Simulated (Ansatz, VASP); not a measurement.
## PbF2 in VASP and in Ansatz

```
Pb F
1.0
     6.42689    0.00000    0.00000
     0.00000    3.89098    0.00000
     0.00000    0.00000    7.63574
Pb F
4 8
Cartesian
  4.8587 2.9182 0.7865
  1.5682 0.9727 6.8493
  4.7816 0.9727 4.6044
  1.6453 2.9182 3.0314
  0.9126 2.9182 0.6490
  5.5143 0.9727 6.9867
  2.3008 0.9727 4.4669
  4.1261 2.9182 3.1688
  3.5412 2.9182 6.2155
  2.8857 0.9727 1.4202
  6.0991 0.9727 2.3976
  0.3278 2.9182 5.2381
```

Alike in both runs: task electric field gradients; functional PBE; k mesh 4 × 6 × 3; occupations fermi-dirac, width 0.02 eV; no spin polarisation.

|  | VASP | Ansatz |
| --- | --- | --- |
| version | VASP 6.6.1 | Ansatz 0.2.0 |
| potentials or method | VASP PAW PBE potentials, release 64 (Pb_d, F) | plane-wave PAW, scalar-relativistic |
| plane-wave cutoff (eV) | 520 | 420 |
| valence electrons in the cell | 112 | 112 |

Ansatz gave:

- gap on the k mesh at the Fermi level (eV): 4.29
- pressure (GPa): 1.9
- largest component of the traceless stress (GPa): 0.24
- rms of the force components (eV/Å): 0.169
- Vzz of the field gradient on the site that differs most (V/Å²): -77.0

Question: What did VASP give for the same quantities?

Answer: gap on the k mesh at the Fermi level (eV): 4.29; pressure (GPa): 1.6; largest component of the traceless stress (GPa): 0.25; rms of the force components (eV/Å): 0.169; Vzz of the field gradient on the site that differs most (V/Å²): -57.9.

Atom by atom the forces differ by 0.003 eV/Å (rms over components). The functional is the same, so the differences come from potentials, cutoffs and numerics. Ansatz warned: «gradients_without_spin_orbit».

Caveats: spin-orbit coupling is left out, which as a rule narrows the gap of such compounds by several tenths of an eV; an odd mesh through Γ misses points on the zone boundary, where band edges often lie. PBE gaps usually lie below the measured ones, often by a third to a half.
